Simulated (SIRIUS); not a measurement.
# Ta (Im-3m) in SIRIUS: equation of state

How stiff is Ta in PBEsol, and what volume does it want? The cell is scaled to several volumes.

Program: SIRIUS 7.10.0. These are calculated values, not measurements. Logs are shortened: lines on timing, memory, paths and dates and some standing lists are left out, and cuts for length are marked. The log counts tension as positive stress, the text compression.

**Experimental background.**

“Pressure effects on the electronic structure and superconductivity of (TaNb)0.67(HfZrTi)0.33 high entropy alloy”, 2019, arxiv:1910.08312 quotes, for a bulk crystal of Ta: bulk modulus 194 GPa.

The runs below are set against these values where they give the same quantity.

**1. The crystal as given**

The structure is cubic, space group Im-3m (No. 229). Conventional cell: a = 3.303 Å, b = 3.303 Å, c = 3.303 Å, α = 90.00°, β = 90.00°, γ = 90.00°. Ta (site symmetry m-3m) has 8 Ta at 2.86 Å as nearest neighbours.

**2. Single point, PBEsol, 16.93 Å³/atom (volume scaled by 0.94)**

The input, sirius.json:

```json
{
  "control": {
    "processing_unit": "cpu",
    "verbosity": 2,
    "num_bands_to_print": 13,
    "print_forces": true,
    "print_stress": true
  },
  "parameters": {
    "electronic_structure_method": "pseudopotential",
    "xc_functionals": ["XC_GGA_X_PBE_SOL", "XC_GGA_C_PBE_SOL"],
    "gk_cutoff": 7.7,
    "pw_cutoff": 15.4,
    "ngridk": [11, 11, 11],
    "shiftk": [0, 0, 0],
    "smearing": "fermi_dirac",
    "smearing_width": 0.0018374661,
    "num_bands": 13,
    "num_mag_dims": 0,
    "num_dft_iter": 100,
    "energy_tol": 1e-08,
    "density_tol": 1e-06
  },
  "iterative_solver": {
    "type": "davidson",
    "min_tolerance": 1e-09,
    "tolerance_scale": [0.1, 0.25]
  },
  "mixer": {
    "type": "anderson",
    "beta": 0.7,
    "max_history": 8
  },
  "settings": {
    "tol_ne": 1e-10,
    "pseudo_grid_cutoff": 6.5
  },
  "unit_cell": {
    "lattice_vectors": [
      [-3.056766081895, 3.056766081895, 3.056766081895],
      [3.056766081895, -3.056766081895, 3.056766081895],
      [3.056766081895, 3.056766081895, -3.056766081895]
    ],
    "atom_coordinate_units": "lattice",
    "atom_types": ["Ta"],
    "atom_files": {
      "Ta": "Ta.json"
    },
    "atoms": {
      "Ta": [
        [0.0, 0.0, 0.0]
      ]
    }
  }
}
```

Potentials or basis: PseudoDojo 0.4.1 PBEsol standard (scalar relativistic).

Launch:

```console
$ upf_to_json Ta.upf
$ OMP_NUM_THREADS=1 sirius.scf --input=sirius.json --output=out.json --task=0
```

The program printed:

```text
[info] SIRIUS version : 7.10.0
[info] number of MPI ranks           : 1
[info] MPI grid                      : 1 1
[info] maximum number of OMP threads : 1
[fft] FFT context for density and potential
[fft] =====================================
[fft]   comm size                             : 1
[fft]   plane wave cutoff                     : 15.4
[fft]   grid size                             : 30 30 30   total : 27000
[fft]   grid limits                           : -14 15   -14 15   -14 15
[fft]   number of G-vectors within the cutoff : 3506
[fft]   local number of G-vectors             : 3506
[fft]   number of G-shells                    : 206
[fft] FFT context for coarse grid
[fft] =====================================
[fft]   comm size                             : 1
[fft]   plane wave cutoff                     : 15.4
[fft]   grid size                             : 30 30 30   total : 27000
[fft]   grid limits                           : -14 15   -14 15   -14 15
[fft]   number of G-vectors within the cutoff : 3506
[fft]   local number of G-vectors             : 3506
[fft]   number of G-shells                    : 206
[unit cell] lattice vectors
[unit cell]   a1 :      -3.0567660819      3.0567660819      3.0567660819
[unit cell]   a2 :       3.0567660819     -3.0567660819      3.0567660819
[unit cell]   a3 :       3.0567660819      3.0567660819     -3.0567660819
[unit cell] reciprocal lattice vectors
[unit cell]   b1 :      -0.0000000000      1.0277504295      1.0277504295
[unit cell]   b2 :       1.0277504295     -0.0000000000      1.0277504295
[unit cell]   b3 :       1.0277504295      1.0277504295     -0.0000000000
[unit cell] unit cell volume :       114.24747450 [a.u.^3]
[unit cell] 1/sqrt(omega)    :         0.09355709
[unit cell] MT volume        :         0.00000000 ( 0.00%)
[unit cell] IT volume        :       114.24747450 (100.00%)
[unit cell] number of atom types : 1
[unit cell] type id : 0 symbol : Ta mt_radius :  14.310000 num_atoms : 1
[unit cell] total number of atoms : 1
[unit cell] number of symmetry classes : 1
[unit cell] number of PAW atoms : 0
[unit cell] atom id  type id  class id             position                      vector_field
[unit cell] ------------------------------------------------------------------------------------------
[unit cell]      0        0        0      0.00000   0.00000   0.00000      0.00000   0.00000   0.00000
[unit cell] atom id         position (Cartesian, a.u.)
[... 256 lines left out ...]
[diagonalize] ik:   53   -1.731049   -0.522681   -0.516707   -0.514595    0.586326    0.593366    0.867521    0.867693    0.983419    1.019479    1.159387    1.188240    1.432014
[diagonalize] ik:   54   -1.730728   -0.520904   -0.520904   -0.515061    0.581307    0.581307    0.866537    0.953554    0.953554    1.105408    1.105408    1.112661    1.416524
[diagonalize] ik:   55   -1.730417   -0.520405   -0.519575   -0.519575    0.570662    0.572751    0.950340    0.950340    0.983203    1.035179    1.106308    1.106308    1.363436
[find] Charges and magnetic moments
[find] --------------------------------------------------------------------------------
[find] total charge          : 13.000000
[find] Energy
[find] --------------------------------------------------------------------------------
[find] valence_eval_sum               :      -3.31530180
[find] <rho|V^{XC}>                   :     -10.24279802
[find] <rho|E^{XC}>                   :     -14.74398021
[find] <mag|B^{XC}>                   :       0.00000000
[find] <rho|V^{H}>                    :      13.92760090
[find] one-electron contribution      :      -7.00010468 (Ha),     -14.00020936 (Ry)
[find] hartree contribution           :       6.96380045
[find] xc contribution                :     -14.74398021
[find] ewald contribution             :     -50.30074566
[find] PAW contribution               :       0.00000000
[find] smearing (-TS)                 :      -0.00022759
[find] SCF correction                 :      -0.00000137
[find] Total energy                   :     -65.08103148 (Ha),    -130.16206295 (Ry)
[find] Free energy (E-TS)             :     -65.08125907 (Ha),    -130.16251814 (Ry)
[find] band gap (eV)                  :       0.00000000
[find] Efermi                         :       0.72053914
[find] iteration : 8, RMS : 3.669461618124e-08, energy difference : -7.539284752056e-10
[find] Hartree energy of density residual : 9.045315645826e-15
[find] bands are converged : true
[find] iterative solver converged : true
[find] converged after 9 SCF iterations!
[find] Charges and magnetic moments
[find] --------------------------------------------------------------------------------
[find] total charge          : 13.000000
[find] Energy
[find] --------------------------------------------------------------------------------
[find] valence_eval_sum               :      -3.31530180
[find] <rho|V^{XC}>                   :     -10.24279802
[find] <rho|E^{XC}>                   :     -14.74398021
[find] <mag|B^{XC}>                   :       0.00000000
[find] <rho|V^{H}>                    :      13.92760090
[find] one-electron contribution      :      -7.00010468 (Ha),     -14.00020936 (Ry)
[find] hartree contribution           :       6.96380045
[find] xc contribution                :     -14.74398021
[find] ewald contribution             :     -50.30074566
[find] PAW contribution               :       0.00000000
[find] smearing (-TS)                 :      -0.00022759
[find] SCF correction                 :      -0.00000137
[find] Total energy                   :     -65.08103148 (Ha),    -130.16206295 (Ry)
[find] Free energy (E-TS)             :     -65.08125907 (Ha),    -130.16251814 (Ry)
[find] band gap (eV)                  :       0.00000000
[find] Efermi                         :       0.72053914
[ground_state] === stress tensor components [kbar] ===
[ground_state] === stress_kin ===
[ground_state] -29638.428655    0.000000    0.000000
[ground_state]     0.000000-29638.428655   -0.000000
[ground_state]     0.000000   -0.000000-29638.428655
[ground_state] === stress_har ===
[ground_state] -5977.726769    0.000000    0.000000
[ground_state]     0.000000-5977.726769   -0.000000
[ground_state]     0.000000   -0.000000-5977.726769
[ground_state] === stress_ewald ===
[ground_state] 43178.163404   -0.000000   -0.000000
[ground_state]    -0.00000043178.163404    0.000000
[ground_state]    -0.000000    0.00000043178.163404
[ground_state] === stress_vloc ===
[ground_state]   621.176465   -0.000000   -0.000000
[ground_state]    -0.000000  621.176465    0.000000
[ground_state]    -0.000000    0.000000  621.176465
[ground_state] === stress_xc ===
[ground_state] -11457.318177    0.000000    0.000000
[ground_state]     0.000000-11457.318177   -0.000000
[ground_state]     0.000000   -0.000000-11457.318177
[ground_state] === stress_core ===
[ground_state] 19932.799004   -0.000000   -0.000000
[ground_state]    -0.00000019932.799004    0.000000
[ground_state]    -0.000000    0.00000019932.799004
[ground_state] === stress_nonloc ===
[ground_state] -16753.714443    0.000000    0.000000
[ground_state]     0.000000-16753.714443   -0.000000
[ground_state]     0.000000   -0.000000-16753.714443
[ground_state] === stress_us_nl ===
[ground_state] -16753.714443    0.000000    0.000000
[ground_state]     0.000000-16753.714443   -0.000000
[ground_state]     0.000000   -0.000000-16753.714443
[ground_state] === stress_total ===
[ground_state]   -95.049171    0.000000   -0.000000
[ground_state]     0.000000  -95.049171   -0.000000
[ground_state]    -0.000000   -0.000000  -95.049171
[ground_state] ==== total Forces in Ha/bohr =====
[ground_state] atom:    0, force:       0.0000000      0.0000000      0.0000000
[... 8 lines left out ...]
[ground_state] ==== Ewald forces from ions =====
[ground_state] atom:    0, force:       0.0000000      0.0000000      0.0000000
[~DFT_ground_state] local op. applied: 15067
[~DFT_ground_state] evp. work count: 4697.22
[~DFT_ground_state] number of iterative solver steps: 1262
```

It took 14 s on 1 thread of Arm Neoverse V1, shared host; peak memory 0.24 GiB.

What came out:

- Free energy: -1770.9513 eV
- Pressure: 9.5 GPa
- Band gap on the k mesh: none (metal or under the smearing width)

**3. Single point, PBEsol, 17.29 Å³/atom (volume scaled by 0.96)**

sirius.json: that of step 2 with these lines changed.

```diff
@@ -39,5 +39,5 @@
     "lattice_vectors": [
-      [-3.056766081895, 3.056766081895, 3.056766081895],
-      [3.056766081895, -3.056766081895, 3.056766081895],
-      [3.056766081895, 3.056766081895, -3.056766081895]
+      [-3.078293312783, 3.078293312783, 3.078293312783],
+      [3.078293312783, -3.078293312783, 3.078293312783],
+      [3.078293312783, 3.078293312783, -3.078293312783]
     ],
```

Potentials or basis: PseudoDojo 0.4.1 PBEsol standard (scalar relativistic).

Launch:

```console
$ upf_to_json Ta.upf
$ OMP_NUM_THREADS=1 sirius.scf --input=sirius.json --output=out.json --task=0
```

It took 14 s on 1 thread of Arm Neoverse V1, shared host; peak memory 0.24 GiB.

The run converged. Its results:

```yaml
Free_energy: -1770.9668 eV
Pressure: 4.4 GPa
Band_gap_on_the_k_mesh: none (metal or under the smearing width)
```

**4. Single point, PBEsol, 17.65 Å³/atom (volume scaled by 0.98)**

sirius.json: that of step 3 with these lines changed.

```diff
@@ -39,5 +39,5 @@
     "lattice_vectors": [
-      [-3.078293312783, 3.078293312783, 3.078293312783],
-      [3.078293312783, -3.078293312783, 3.078293312783],
-      [3.078293312783, 3.078293312783, -3.078293312783]
+      [-3.099523592864, 3.099523592864, 3.099523592864],
+      [3.099523592864, -3.099523592864, 3.099523592864],
+      [3.099523592864, 3.099523592864, -3.099523592864]
     ],
```

Launch:

```console
$ upf_to_json Ta.upf
$ OMP_NUM_THREADS=1 sirius.scf --input=sirius.json --output=out.json --task=0
```

Wall time 14 s (1 thread of Arm Neoverse V1, shared host); peak memory 0.25 GiB.

It converged, with:

```yaml
Free_energy: -1770.9715 eV
Pressure: -0.2 GPa
Band_gap_on_the_k_mesh: none (metal or under the smearing width)
```

**5. Single point, PBEsol, 18.37 Å³/atom (volume scaled by 1.02)**

sirius.json: that of step 4 with these lines changed.

```diff
@@ -39,5 +39,5 @@
     "lattice_vectors": [
-      [-3.099523592864, 3.099523592864, 3.099523592864],
-      [3.099523592864, -3.099523592864, 3.099523592864],
-      [3.099523592864, 3.099523592864, -3.099523592864]
+      [-3.141132901327, 3.141132901327, 3.141132901327],
+      [3.141132901327, -3.141132901327, 3.141132901327],
+      [3.141132901327, 3.141132901327, -3.141132901327]
     ],
```

Launch:

```console
$ upf_to_json Ta.upf
$ OMP_NUM_THREADS=1 sirius.scf --input=sirius.json --output=out.json --task=0
```

It took 14 s on 1 thread of Arm Neoverse V1, shared host; peak memory 0.25 GiB.

Results (log left out):

- Free energy: -1770.9529 eV
- Pressure: -7.9 GPa
- Band gap on the k mesh: none (metal or under the smearing width)

**6. Single point, PBEsol, 18.73 Å³/atom (volume scaled by 1.04)**

sirius.json: that of step 5 with these lines changed.

```diff
@@ -39,5 +39,5 @@
     "lattice_vectors": [
-      [-3.141132901327, 3.141132901327, 3.141132901327],
-      [3.141132901327, -3.141132901327, 3.141132901327],
-      [3.141132901327, 3.141132901327, -3.141132901327]
+      [-3.161530439765, 3.161530439765, 3.161530439765],
+      [3.161530439765, -3.161530439765, 3.161530439765],
+      [3.161530439765, 3.161530439765, -3.161530439765]
     ],
```

Potentials or basis: PseudoDojo 0.4.1 PBEsol standard (scalar relativistic).

Launch:

```console
$ upf_to_json Ta.upf
$ OMP_NUM_THREADS=1 sirius.scf --input=sirius.json --output=out.json --task=0
```

It took 14 s on 1 thread of Arm Neoverse V1, shared host; peak memory 0.25 GiB.

Results (log left out):

```
Free energy            : -1770.9315 eV
Pressure               : -11.1 GPa
Band gap on the k mesh : none (metal or under the smearing width)
```

**7. Single point, PBEsol, 19.09 Å³/atom (volume scaled by 1.06)**

sirius.json: that of step 6 with these lines changed.

```diff
@@ -39,5 +39,5 @@
     "lattice_vectors": [
-      [-3.161530439765, 3.161530439765, 3.161530439765],
-      [3.161530439765, -3.161530439765, 3.161530439765],
-      [3.161530439765, 3.161530439765, -3.161530439765]
+      [-3.181668119319, 3.181668119319, 3.181668119319],
+      [3.181668119319, -3.181668119319, 3.181668119319],
+      [3.181668119319, 3.181668119319, -3.181668119319]
     ],
```

Potentials or basis: PseudoDojo 0.4.1 PBEsol standard (scalar relativistic).

Launch:

```console
$ upf_to_json Ta.upf
$ OMP_NUM_THREADS=1 sirius.scf --input=sirius.json --output=out.json --task=0
```

The program printed:

```text
[info] SIRIUS version : 7.10.0
[info] number of MPI ranks           : 1
[info] MPI grid                      : 1 1
[info] maximum number of OMP threads : 1
[fft] FFT context for density and potential
[fft] =====================================
[fft]   comm size                             : 1
[fft]   plane wave cutoff                     : 15.4
[fft]   grid size                             : 30 30 30   total : 27000
[fft]   grid limits                           : -14 15   -14 15   -14 15
[fft]   number of G-vectors within the cutoff : 3968
[fft]   local number of G-vectors             : 3968
[fft]   number of G-shells                    : 230
[fft] FFT context for coarse grid
[fft] =====================================
[fft]   comm size                             : 1
[fft]   plane wave cutoff                     : 15.4
[fft]   grid size                             : 30 30 30   total : 27000
[fft]   grid limits                           : -14 15   -14 15   -14 15
[fft]   number of G-vectors within the cutoff : 3968
[fft]   local number of G-vectors             : 3968
[fft]   number of G-shells                    : 230
[unit cell] lattice vectors
[unit cell]   a1 :      -3.1816681193      3.1816681193      3.1816681193
[unit cell]   a2 :       3.1816681193     -3.1816681193      3.1816681193
[unit cell]   a3 :       3.1816681193      3.1816681193     -3.1816681193
[unit cell] reciprocal lattice vectors
[unit cell]   b1 :      -0.0000000000      0.9874042596      0.9874042596
[... 318 lines left out ...]
[find] <rho|V^{H}>                    :      15.33470774
[find] one-electron contribution      :      -9.75449955 (Ha),     -19.50899911 (Ry)
[find] hartree contribution           :       7.66735387
[find] xc contribution                :     -14.66583509
[find] ewald contribution             :     -48.32610048
[find] PAW contribution               :       0.00000000
[find] smearing (-TS)                 :      -0.00040672
[find] SCF correction                 :       0.00000023
[find] Total energy                   :     -65.07908102 (Ha),    -130.15816205 (Ry)
[find] Free energy (E-TS)             :     -65.07948775 (Ha),    -130.15897550 (Ry)
[find] band gap (eV)                  :       0.00000000
[find] Efermi                         :       0.62775744
[ground_state] === stress tensor components [kbar] ===
[ground_state] === stress_kin ===
[ground_state] -25960.766874   -0.000000    0.000000
[ground_state]    -0.000000-25960.766874    0.000000
[ground_state]     0.000000    0.000000-25960.766874
[ground_state] === stress_har ===
[ground_state] -5836.563815   -0.000000    0.000000
[ground_state]    -0.000000-5836.563815    0.000000
[ground_state]     0.000000    0.000000-5836.563815
[ground_state] === stress_ewald ===
[ground_state] 36786.924698    0.000000   -0.000000
[ground_state]     0.00000036786.924698   -0.000000
[ground_state]    -0.000000   -0.00000036786.924698
[ground_state] === stress_vloc ===
[ground_state]  2509.514804    0.000000   -0.000000
[ground_state]     0.000000 2509.514804   -0.000000
[ground_state]    -0.000000   -0.000000 2509.514804
[ground_state] === stress_xc ===
[ground_state] -10209.340553   -0.000000    0.000000
[ground_state]    -0.000000-10209.340553    0.000000
[ground_state]     0.000000    0.000000-10209.340553
[ground_state] === stress_core ===
[ground_state] 17664.347871    0.000000   -0.000000
[ground_state]     0.00000017664.347871   -0.000000
[ground_state]    -0.000000   -0.00000017664.347871
[ground_state] === stress_nonloc ===
[ground_state] -14813.087325   -0.000000    0.000000
[ground_state]    -0.000000-14813.087325    0.000000
[ground_state]     0.000000    0.000000-14813.087325
[ground_state] === stress_us_nl ===
[ground_state] -14813.087325   -0.000000    0.000000
[ground_state]    -0.000000-14813.087325    0.000000
[ground_state]     0.000000    0.000000-14813.087325
[ground_state] === stress_total ===
[ground_state]   141.028805    0.000000   -0.000000
[ground_state]     0.000000  141.028805   -0.000000
[ground_state]    -0.000000   -0.000000  141.028805
[ground_state] ==== total Forces in Ha/bohr =====
[ground_state] atom:    0, force:       0.0000000      0.0000000      0.0000000
[... 8 lines left out ...]
[ground_state] ==== Ewald forces from ions =====
[ground_state] atom:    0, force:       0.0000000      0.0000000      0.0000000
[~DFT_ground_state] local op. applied: 16402
[~DFT_ground_state] evp. work count: 5014.22
[~DFT_ground_state] number of iterative solver steps: 1383
```

Run time: 15 s. Hardware: 1 thread of Arm Neoverse V1, shared host; peak memory 0.25 GiB.

What came out:

```yaml
Free_energy: -1770.9031 eV
Pressure: -14.1 GPa
Band_gap_on_the_k_mesh: none (metal or under the smearing width)
```

**8. Equation of state, PBEsol**

Potentials or basis: PseudoDojo 0.4.1 PBEsol standard (scalar relativistic).

This step only gathers the single runs of the series.

Results:

- Equilibrium volume: 17.64 Å³/atom
- Bulk modulus: 212 GPa
- Pressure derivative of the bulk modulus: 4.4

Energy against volume, from the lowest point:
```csv
volume (Å³/atom),energy (meV/atom)
16.930,20.26
17.290,4.71
17.650,0.00
18.010,4.99
18.371,18.63
18.731,40.05
19.091,68.46
```

Spin-orbit coupling is left out, which matters for the levels of Ta.

**9. How close it comes**

Step 8. A measured bulk modulus of Ta is 194 GPa (quoted in “Pressure effects on the electronic structure and superconductivity of (TaNb)0.67(HfZrTi)0.33 high entropy alloy”, 2019, arxiv:1910.08312); the calculated 212 GPa misses it by +9.1 %. The fit is for a static lattice scaled at fixed shape and fixed fractional positions.
